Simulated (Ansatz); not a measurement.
# Al2O3: the cost of one run

Method: DFT PBEsol, scalar-relativistic, plane waves, PAW, in Ansatz 0.2.0.

16 further runs of the same task are left out: 16 set aside as unsound or not needed. Runs told in other sessions of the task aren't counted.

**1. The starting structure**

Symmetry: R-3c, No. 167, trigonal system. The conventional cell has a = 4.773 Å, b = 4.773 Å, c = 13.013 Å, α = 90.00°, β = 90.00°, γ = 120.00°. Al (site symmetry 3) has 6 O at 1.86 to 1.97 Å in its first shell of neighbours. O (site symmetry 2) is surrounded by 4 Al at 1.86 to 1.97 Å.

Coordinates:

```
Al O
1.0
     2.38665    1.37793    4.33772
    -2.38665    1.37793    4.33772
     0.00000   -2.75587    4.33772
Al O
4 6
Direct
  0.85204 0.85204 0.85204
  0.64796 0.64796 0.64796
  0.14796 0.14796 0.14796
  0.35204 0.35204 0.35204
  0.05586 0.44414 0.75000
  0.75000 0.05586 0.44414
  0.44414 0.75000 0.05586
  0.94414 0.55586 0.25000
  0.25000 0.94414 0.55586
  0.55586 0.25000 0.94414
```

It is the result of an earlier relaxation at this level (volume 8.56 Å³/atom; gap on the mesh: 6.04 eV).

**2. The scan**

The energy is mapped over volume and the cell's shape.

- volume per atom: 7 values from 7.19 to 9.93 Å³
- c/a of the conventional cell: 7 values from 2.516 to 2.954

Nothing else is relaxed (fractional coordinates fixed). Energies count from the relaxed crystal. Points are written as (first, second).

**3. Grid point (8.10 Å³, 2.516)**

The input, input.yaml:

```yaml
crystal:
  lattice:
    - [2.4069502048, 1.3896533487, 4.0375787368]
    - [-2.4069502048, 1.3896533487, 4.0375787368]
    - [0.0, -2.7793066973, 4.0375787368]
  atoms:
    - { symbol: Al, position: [0.8520350473, 0.8520350473, 0.8520350473] }
    - { symbol: Al, position: [0.6479649527, 0.6479649527, 0.6479649527] }
    - { symbol: Al, position: [0.1479649527, 0.1479649527, 0.1479649527] }
    - { symbol: Al, position: [0.3520350473, 0.3520350473, 0.3520350473] }
    - { symbol: O, position: [0.0558571577, 0.4441428423, 0.75] }
    - { symbol: O, position: [0.75, 0.0558571577, 0.4441428423] }
    - { symbol: O, position: [0.4441428423, 0.75, 0.0558571577] }
    - { symbol: O, position: [0.9441428423, 0.5558571577, 0.25] }
    - { symbol: O, position: [0.25, 0.9441428423, 0.5558571577] }
    - { symbol: O, position: [0.5558571577, 0.25, 0.9441428423] }
basis:
  ecutwfc: 520.0
kpoints:
  mp_grid: { grid: [6, 6, 6] }
hamiltonian:
  xc: pbesol
  pseudopotentials: { kind: paw, azcp: { folder: soft_1 } }
scf:
  occupations: { method: gaussian, width: 0.05 }
output:
  forces: true
  stress: true
  eigenvalues: true
```

On the command line:

```
ansatz run input.yaml --threads 2 --pin off --max-ram 4096MiB --backend cpu --events-out ev --progress --plain --runs-dir out
```

Q: Estimate wall time and peak memory on 2 threads of Arm Neoverse N1, shared host.

About 7.5 s, with a peak of 0.4 GiB.
